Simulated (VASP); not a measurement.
# Tl (P6_3/mmc) in VASP: a series of runs, part 3 of 3

VASP 6.6.1.

**5. Single point, PBEsol**

Contents of INCAR:

```
PREC = Accurate ; ENCUT = 350
EDIFF = 1E-6 ; ISMEAR = 1
SIGMA = 0.1 ; LREAL = F
LASPH = T ; NELM = 100
ALGO = Normal ; ISIF = 2
LWAVE = F ; LCHARG = F
GGA = PS ; NBANDS = 20
ADDGRID = F
```

Contents of KPOINTS:

```
Automatic mesh
0
Gamma
  19 19 10
```

Contents of POSCAR:

```
Tl
1.0
    3.4560000000      0.0000000000      0.0000000000
   -1.7280000000      2.9929837955      0.0000000000
    0.0000000000      0.0000000000      5.5250000000
Tl
2
Direct
    0.6666666667      0.3333333333      0.7500000000
    0.3333333333      0.6666666667      0.2500000000
```

Potentials or basis: VASP PAW PBE potentials, release 64 (Tl_d).

Launch:

```sh
> cat potpaw_PBE.64/Tl_d/POTCAR > POTCAR
> mpirun -np 1 vasp_std > vasp.out
```

OUTCAR:

```text
PREC = Accurate
   ENCUT = 350
   EDIFF = 1E-6
   ISMEAR = 1
   LREAL = F
   LASPH = T
   NELM = 100
   ISIF = 2
   GGA = PS

 Found    240 irreducible k-points:

 Following reciprocal coordinates:
            Coordinates               Weight
  0.000000  0.000000  0.000000      1.000000
  0.052632 -0.000000  0.000000      6.000000
  0.105263 -0.000000  0.000000      6.000000
  0.157895  0.000000  0.000000      6.000000
  0.210526 -0.000000  0.000000      6.000000
  0.263158 -0.000000  0.000000      6.000000
   k-points           NKPTS =    240   k-points in BZ     NKDIM =    240   number of bands    NBANDS=     20
   number of dos      NEDOS =    301   number of ions     NIONS =      2
   total plane-waves  NPLWV =  20736
   dimension x,y,z NGX =    24 NGY =   24 NGZ =   36
   dimension x,y,z NGXF=    48 NGYF=   48 NGZF=   72
   ions per type =               2
   NGX,Y,Z   is equivalent  to a cutoff of  11.54, 11.54, 10.83 a.u.
   NGXF,Y,Z  is equivalent  to a cutoff of  23.09, 23.09, 21.66 a.u.
 SYSTEM =  unknown system
   PREC   = accura    normal or accurate (medium, high low for compatibility)
   ISTART =      0    job   : 0-new  1-cont  2-samecut
   ICHARG =      2    charge: 1-file 2-atom 10-const
   ISPIN  =      1    spin polarized calculation?
   LNONCOLLINEAR =      F non collinear calculations
   LSORBIT =      F    spin-orbit coupling
   LASPH  =      T    aspherical Exc in radial PAW
   ENCUT  =  350.0 eV  25.72 Ry    5.07 a.u.   5.27  5.27  8.43*2*pi/ulx,y,z
   NELM   =    100;   NELMIN=  2; NELMDL= -5     # of ELM steps
   EDIFF  = 0.1E-05   stopping-criterion for ELM
   LREAL  =      F    real-space projection
   EDIFFG = 0.1E-04   stopping-criterion for IOM
   NSW    =      0    number of steps for IOM
   IBRION =     -1    ionic relax: 0-MD 1-quasi-New 2-CG
   NFREE  =      0    steps in history (QN), initial steepest desc. (CG)
   ISIF   =      2    stress and relaxation
   ISYM   =      2    0-nonsym 1-usesym 2-fastsym
   POTIM  = 0.5000    time-step for ionic-motion
   TEBEG  =    0.0;   TEEND  =   0.0 temperature during run
   PSTRESS=    0.0 pullay stress
   NELECT =      26.0000    total number of electrons
   NUPDOWN=      -1.0000    fix difference up-down
   EMIN   =  10.00;   EMAX   =-10.00  energy-range for DOS
   EFERMI =   0.00;   METHOD = LEGACY
   ISMEAR =     1;   SIGMA  =   0.10  broadening in eV -4-tet -1-fermi 0-gaus
   EFERMI_NEDOS =   21; number of points for ismear=-14 and -15
   IALGO  =     38    algorithm
   IMIX   =      4    mixing-type and parameters
     AMIX     =   0.40;   BMIX     =  1.00
     AMIX_MAG =   1.60;   BMIX_MAG =  1.00
  volume/ion in A,a.u.               =      28.57       192.83
  Fermi-wavevector in a.u.,A,eV,Ry     =   1.259107  2.379366 21.569987  1.585349
  Thomas-Fermi vector in A             =   2.392683
   LORBIT       =      0    0 simple, 1 ext, 2 COOP (PROOUT), +10 PAW based schemes
   GGA     = PS    functional components
   LHFCALC =     F    Hartree Fock is set to
   AEXX    =    0.0000 exact exchange contribution
   IVDW    =     0    specifies the selected vdW correction
   LEPSILON=     F    determine dielectric tensor
   LRPA    =     F    only Hartree local field effects (RPA)
 non-spin polarized calculation
 Methfessel and Paxton  Order N= 1 SIGMA  =   0.10
  energy-cutoff  :      350.00
  volume of cell :       57.15
 maximum number of plane-waves:       862
 NGX is ok and might be reduce to    24
   NGX = 11   NGY = 11   NGZ = 17

 number of electron      25.9999998 magnetization

 Free energy of the ion-electron system (eV)
  ---------------------------------------------------
  ext. energy  EPLUGINS =         0.00000000
  ---------------------------------------------------
  free energy    TOTEN  =        -5.26370623 eV

  energy without entropy =       -5.26345269  energy(sigma->0) =       -5.26362172

 E-fermi :   6.3602     XC(G=0): -10.3702

 val. band max:        6.3353749624   @ k =   0.4211   0.1579   0.2000
 cond. band min:       6.3706514501   @ k =   0.3158   0.2105   0.3000
 fundamental gap:      0.0352764877
 Fermi energy:         6.3602098071

 k-point     1 :       0.0000    0.0000    0.0000
  band No.  band energies     occupation
      1      -5.3540      2.00000
      2      -5.1170      2.00000
      3      -5.0973      2.00000
      4      -5.0973      2.00000
      5      -5.0427      2.00000
      6      -5.0427      2.00000
[... 12 lines left out ...]
     19      17.1975      0.00000
     20      17.3042      0.00000

 k-point     2 :       0.0526   -0.0000    0.0000
  band No.  band energies     occupation
      1      -5.3437      2.00000
      2      -5.1341      2.00000
      3      -5.0851      2.00000
      4      -5.0782      2.00000
      5      -5.0438      2.00000
      6      -5.0316      2.00000
[... 84 lines left out ...]
 k-point     6 :       0.2632   -0.0000    0.0000
  band No.  band energies     occupation
      1      -5.3569      2.00000
      2      -5.1578      2.00000
      3      -5.1461      2.00000
      4      -5.0789      2.00000
      5      -5.0320      2.00000
      6      -4.8750      2.00000
[... 12 lines left out ...]
     19      15.9335      0.00000
     20      17.2505      0.00000

 [... further k-points ...]
[... 5 lines left out ...]
  --------------------------------------------------------------------------------------
  -------------------------------------------------------------------------------------
  Total       -0.1482792     -0.1482792     -0.2994719      0.0000000      0.0000000      0.0000000
  in kB       -4.1570039     -4.1570039     -8.3956866      0.0000000      0.0000000      0.0000000
  external PRESSURE =      -5.5698981 kB  Pullay stress =       0.0000000 kB

 VOLUME and BASIS-vectors are now :
 -----------------------------------------------------------------------------
  energy-cutoff  :      350.00
  volume of cell :       57.15
      direct lattice vectors                 reciprocal lattice vectors
     3.456000000  0.000000000  0.000000000     0.289351852  0.167057370  0.000000000
    -1.728000000  2.992983795  0.000000000     0.000000000  0.334114739  0.000000000
     0.000000000  0.000000000  5.525000000     0.000000000  0.000000000  0.180995475

 POSITION                                       TOTAL-FORCE (eV/Angst)
 -----------------------------------------------------------------------------------
      1.72800      0.99766      4.14375        -0.000000      0.000000      0.000000
     -0.00000      1.99532      1.38125         0.000000     -0.000000      0.000000
 -----------------------------------------------------------------------------------
    total drift:                               -0.000000      0.000000     -0.000000

  FREE ENERGIE OF THE ION-ELECTRON SYSTEM (eV)
  ---------------------------------------------------
  free  energy   TOTEN  =        -5.2637062303 eV

  energy  without entropy=       -5.2634526917  energy(sigma->0) =       -5.26362172
```

stdout:

```text
POSCAR found type information on POSCAR Tl
 POSCAR found :  1 types and       2 ions
 scaLAPACK will be used
 -----------------------------------------------------------------------------
|                                                                             |
|                                                                             |
|     You enforced a specific xc type in the INCAR file but a different       |
|     I HOPE YOU KNOW WHAT YOU ARE DOING!                                     |
|                                                                             |
 -----------------------------------------------------------------------------

 LDA part: xc-table for (Slater+PW92), standard interpolation
 POSCAR, INCAR and KPOINTS ok, starting setup
 FFT: planning ... GRIDC
 FFT: planning ... GRID_SOFT
 FFT: planning ... GRID
 WAVECAR not read
 entering main loop
```

Wall time 57 s (1 thread of Intel Xeon Platinum 8488C (Sapphire Rapids), shared host); peak memory 0.24 GiB.

These settings aren't checked as converged: the numbers below hold their error.

What came out:

```
Free energy            : -5.2637 eV
Pressure               : -0.6 GPa
Band gap on the k mesh : none (metal or under the smearing width)
```

Caveat: the PAW data sets were made with another functional, which shifts forces and pressure a little.

**6. Single point, PBEsol**

INCAR, as its differences from that of step 5:

```diff
@@ -1,2 +1,2 @@
-PREC = Accurate ; ENCUT = 350
+PREC = Accurate ; ENCUT = 400
 EDIFF = 1E-6 ; ISMEAR = 1
```

KPOINTS is that of step 5.

POSCAR is that of step 5.

Potentials or basis: VASP PAW PBE potentials, release 64 (Tl_d).

Launch:

```sh
> cat potpaw_PBE.64/Tl_d/POTCAR > POTCAR
> mpirun -np 1 vasp_std > vasp.out
```

OUTCAR:

```text
PREC = Accurate
   ENCUT = 400
   EDIFF = 1E-6
   ISMEAR = 1
   LREAL = F
   LASPH = T
   NELM = 100
   ISIF = 2
   GGA = PS

 Found    240 irreducible k-points:

 Following reciprocal coordinates:
            Coordinates               Weight
  0.000000  0.000000  0.000000      1.000000
  0.052632 -0.000000  0.000000      6.000000
  0.105263 -0.000000  0.000000      6.000000
  0.157895  0.000000  0.000000      6.000000
  0.210526 -0.000000  0.000000      6.000000
  0.263158 -0.000000  0.000000      6.000000
   k-points           NKPTS =    240   k-points in BZ     NKDIM =    240   number of bands    NBANDS=     20
   number of dos      NEDOS =    301   number of ions     NIONS =      2
   total plane-waves  NPLWV =  20736
   dimension x,y,z NGX =    24 NGY =   24 NGZ =   36
   dimension x,y,z NGXF=    48 NGYF=   48 NGZF=   72
   ions per type =               2
   NGX,Y,Z   is equivalent  to a cutoff of  11.54, 11.54, 10.83 a.u.
   NGXF,Y,Z  is equivalent  to a cutoff of  23.09, 23.09, 21.66 a.u.
 SYSTEM =  unknown system
   PREC   = accura    normal or accurate (medium, high low for compatibility)
   ISTART =      0    job   : 0-new  1-cont  2-samecut
   ICHARG =      2    charge: 1-file 2-atom 10-const
   ISPIN  =      1    spin polarized calculation?
[... 52 lines left out ...]

  energy without entropy =       -5.26431307  energy(sigma->0) =       -5.26448329

 E-fermi :   6.3610     XC(G=0): -10.3703

 val. band max:        6.3359808888   @ k =   0.4211   0.1579   0.2000
 cond. band min:       6.3715497257   @ k =   0.3158   0.2105   0.3000
 fundamental gap:      0.0355688370
 Fermi energy:         6.3610352141

 k-point     1 :       0.0000    0.0000    0.0000
  band No.  band energies     occupation
      1      -5.3568      2.00000
      2      -5.1209      2.00000
      3      -5.1006      2.00000
      4      -5.1006      2.00000
      5      -5.0465      2.00000
      6      -5.0465      2.00000
[... 127 lines left out ...]
     19      15.9352      0.00000
     20      17.2509      0.00000

 [... further k-points ...]

------------------------ aborting loop because EDIFF is reached ----------------------------------------

  FORCE on cell =-STRESS in cart. coord.  units (eV):
  Direction    XX          YY          ZZ          XY          YZ          ZX
  --------------------------------------------------------------------------------------
  -------------------------------------------------------------------------------------
  Total        0.0250050      0.0250050     -0.1256814      0.0000000      0.0000000      0.0000000
  in kB        0.7010153      0.7010153     -3.5234762      0.0000000      0.0000000      0.0000000
  external PRESSURE =      -0.7071485 kB  Pullay stress =       0.0000000 kB

 VOLUME and BASIS-vectors are now :
 -----------------------------------------------------------------------------
  energy-cutoff  :      400.00
  volume of cell :       57.15
      direct lattice vectors                 reciprocal lattice vectors
     3.456000000  0.000000000  0.000000000     0.289351852  0.167057370  0.000000000
    -1.728000000  2.992983795  0.000000000     0.000000000  0.334114739  0.000000000
     0.000000000  0.000000000  5.525000000     0.000000000  0.000000000  0.180995475

 POSITION                                       TOTAL-FORCE (eV/Angst)
 -----------------------------------------------------------------------------------
      1.72800      0.99766      4.14375         0.000000     -0.000000      0.000000
     -0.00000      1.99532      1.38125        -0.000000      0.000000      0.000000
 -----------------------------------------------------------------------------------
    total drift:                               -0.000000      0.000000     -0.000000

  FREE ENERGIE OF THE ION-ELECTRON SYSTEM (eV)
  ---------------------------------------------------
  free  energy   TOTEN  =        -5.2645683952 eV

  energy  without entropy=       -5.2643130747  energy(sigma->0) =       -5.26448329
```

Wall time 63 s (1 thread of Intel Xeon Platinum 8488C (Sapphire Rapids), shared host); peak memory 0.26 GiB.

The run converged, but some of its settings lie outside the range that counts as converged, so its numbers aren't taken as properties of the crystal.

Results:

```yaml
Free_energy: -5.2646 eV
Pressure: -0.1 GPa
Band_gap_on_the_k_mesh: none (metal or under the smearing width)
```

Caveat: the PAW data sets were made with another functional, which shifts forces and pressure a little.
